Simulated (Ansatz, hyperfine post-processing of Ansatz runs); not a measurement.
# Li2TiFeO4: isotropic lines and sites in a paramagnetic 7Li spectrum

Calculated values: DFT, PBEsol+U, plane-wave PAW, default files (PAW set soft_2), collinear spin, scalar-relativistic (Ansatz), contact and point-dipole shifts scaled to 298 K with Θ = 0 K (a pure Curie law); spin-only moments, above the ordering temperature.

```cif
data_structure
_symmetry_space_group_name_H-M 'P 1'
_symmetry_Int_Tables_number 1
_cell_length_a 5.2655
_cell_length_b 5.9787
_cell_length_c 6.0069
_cell_angle_alpha 60.175
_cell_angle_beta 72.608
_cell_angle_gamma 89.931
_cell_volume 154.05
loop_
_atom_site_label
_atom_site_type_symbol
_atom_site_fract_x
_atom_site_fract_y
_atom_site_fract_z
_atom_site_occupancy
Fe1 Fe 0.00000 0.00000 0.50000 1
Fe2 Fe 0.00000 0.50000 0.50000 1
Ti3 Ti 0.52780 0.25619 0.48763 1
Ti4 Ti 0.47220 0.74381 0.51237 1
O5 O 0.72082 0.60912 0.26786 1
O6 O 0.72099 0.12252 0.26784 1
O7 O 0.27918 0.39088 0.73214 1
O8 O 0.27901 0.87748 0.73216 1
O9 O 0.28157 0.86791 0.26430 1
O10 O 0.25231 0.35287 0.29400 1
O11 O 0.71843 0.13209 0.73570 1
O12 O 0.74769 0.64713 0.70600 1
Li13 Li 0.50014 0.75341 0.00003 1
Li14 Li 0.49986 0.24659 0.99997 1
Li15 Li 0.00000 0.00000 0.00000 1
Li16 Li 0.00000 0.50000 0.00000 1
```

7Li MAS at 2.35 T (38.9 MHz), 30 kHz, 298 K; contact and dipolar shift alone, no orbital or quadrupolar part; lines under 1.5 % of the strongest are left out. NMR lines, with heights relative to the strongest:

```
position (ppm)  intensity
       -2473.4        4.5
       -2465.8        4.5
       -1701.9         15
       -1694.4         15
       -1265.1        1.8
        -930.5         43
        -922.9         43
        -493.6         13
        -159.0         29
        -151.5         29
         277.8         93
         612.4         23
         619.9         23
        1049.2        100
        1383.8         18
        1391.4         18
        1820.7         38
        2155.3        7.2
        2162.8        7.2
        2592.1         31
        2926.7        1.9
        2934.2        1.9
        3363.5        6.3
        4135.0        1.6
```

**Question.** Which lines are isotropic ones rather than spinning sidebands, and which Li atoms give them?

Sidebands are spaced by 771 ppm (the spinning rate over the resonance of 38.9 MHz). An isotropic line need not be the tallest: it is the area-weighted centre of its own family of sidebands, and the one that stays put when the rate is changed. Isotropic shifts: 1049 ppm for atom 13 and the 1 atom equivalent to it (8 Fe through links of 89° (4) and 168 to 172° (6)), reduced anisotropy 2087 ppm; -152 ppm for atom 15 (4 Fe through links of 83 to 85° (8)), reduced anisotropy 2596 ppm; -159 ppm for atom 16 (4 Fe through links of 86° (8)), reduced anisotropy 2596 ppm. The families' total areas stand as 2:1:1; where areas are equal the match rests on the calculation.

[Logs are printed without paths, hosts, clocks, repeated set-up lines and the standing remarks that a program may print on its own settings, such as how far it seeks lower states.]

[Hosts, paths, dates, database ids (printed as entryN), source tags and the programs' standing remarks are cut or masked in the printed files.]
